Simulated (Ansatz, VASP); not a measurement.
## GaAs in VASP and in Ansatz

```
Ga As
1.0
     0.00000    2.87500    2.87500
     2.87500    0.00000    2.87500
     2.87500    2.87500    0.00000
Ga As
1 1
Direct
  0.00000 0.00000 0.00000
  0.25000 0.25000 0.25000
```

Alike in both runs: task single point; functional PBE; k mesh 6 × 6 × 6; occupations fermi-dirac, width 0.02 eV; no spin polarisation.

|  | VASP | Ansatz |
| --- | --- | --- |
| version | VASP 6.6.1 | Ansatz 0.2.0 development build |
| potentials or method | VASP PAW PBE potentials, release 64 (Ga_d, As) | plane waves, PAW datasets (hand-made set) |
| plane-wave cutoff (eV) | 520 | 1020 |
| valence electrons in the cell | 18 | 36 |

|  | VASP | Ansatz | Ansatz less VASP |
| --- | --- | --- | --- |
| gap on the k mesh at the Fermi level (eV) | 0.14 | 0.14 | +0.002 |

The two sets of potentials don't hold the same shells in valence.
